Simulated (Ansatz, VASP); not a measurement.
## Ge: VASP beside Ansatz

```xyz
2
Lattice="0.0000 2.7710 2.7710 2.7710 0.0000 2.7710 2.7710 2.7710 0.0000" Properties=species:S:1:pos:R:3 pbc="T T T"
Ge    2.7710    2.7710    2.7710
Ge    4.1565    4.1565    4.1565
```

Change from the starting cell: volume scaled by 0.94, crystal datasets.

Alike in both runs: task electric field gradients; functional PBE; k mesh 10 × 10 × 10; occupations fermi-dirac, width 0.05 eV; no spin polarisation.

|  | VASP | Ansatz |
| --- | --- | --- |
| version | VASP 6.6.1 | Ansatz 0.2.0 |
| potentials or method | VASP PAW PBE potentials, release 64 (Ge_d), cutoff 520 eV | all-electron PAW with datasets made for the crystal, scalar-relativistic |

|  | VASP | Ansatz | Ansatz less VASP |
| --- | --- | --- | --- |
| pressure (GPa) | 9.0 | 9.0 | +0.05 |
| Vzz of the field gradient on the site that differs most (V/Å²) | 0.0 | 0.0 | 0.00 |

Ansatz ran all-electron here, so the differences hold the error of VASP's frozen core and of both bases.
